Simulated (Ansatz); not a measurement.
C4H6O can be A, `CC#COC`, or B, `C=CC(C)=O`.

Calculated with Ansatz (gas phase, PBE0-D4/def2-TZVP geometries, no zero-point term in ΔE). CCSD(T)/CBS is the MP2 limit (def2-TZVPP, def2-QZVPP) plus CCSD(T) − MP2 in def2-TZVPP, frozen cores. DFT in def2-TZVPP. B3LYP here is the variant with VWN-RPA as its local correlation; programs differ in this. Each species was taken in one conformer, which may not be the lowest.

Q: Which is lower in electronic energy at CCSD(T)/CBS, and by how much? (Best estimate.)

A: Computed: B, by 45.2 kcal/mol.

Q: Give E(B) − E(A) in kcal/mol with B3LYP-D4, CCSD(T)/def2-TZVPP, MP2/def2-TZVPP, B2PLYP, PBE-D4, CCSD/def2-TZVPP, PBE0-D4. (Estimate.)

A: The calculation gave: B3LYP-D4 -44.6, CCSD(T)/def2-TZVPP -45.4, MP2/def2-TZVPP -43.3, B2PLYP -43.7, PBE-D4 -44.7, CCSD/def2-TZVPP -44.7, PBE0-D4 -44.5. None reverses the order clearly.

Largest T1 diagnostic: 0.014.

The D4 term adds −1.3 kcal/mol with B3LYP and −0.7 kcal/mol with PBE0; it sums over pairs of atoms, weighted by their polarisabilities, and B3LYP, whose exchange is more repulsive, gets the larger term.
